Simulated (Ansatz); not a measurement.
Na in Ansatz: the effect of functional

The system is Na.

```xyz
1
Lattice="-2.1692 2.1692 2.1692 2.1692 -2.1692 2.1692 2.1692 2.1692 -2.1692" Properties=species:S:1:pos:R:3 pbc="T T T"
Na    0.0000    0.0000    0.0000
```

The cell isn't the ideal one: volume scaled by 1.04.

Alike in all runs:

```yaml
Program: Ansatz 0.2.0
Task: single point
Potentials_or_basis: Ansatz PAW
k_mesh: 9 × 9 × 9
Occupations: fermi-dirac, width 0.05 eV
Spin: no spin polarisation
```

| functional | cutoff | pressure (GPa) |
| --- | --- | --- |
| LDA | 420 eV (not typed: the program's choice for these potentials) | ? |
| r2SCAN | 500 eV (not typed: the program's choice for these potentials) | -0.5 |
| PBE | 420 eV (not typed: the program's choice for these potentials) | -0.7 |

Problem. What does the run with functional LDA give?

Solution. Pressure -1.3 GPa.

Caveats: the PAW data sets come from PBE, with cores solved anew for the run's functional, which leaves a small shift of forces and pressure (some runs).
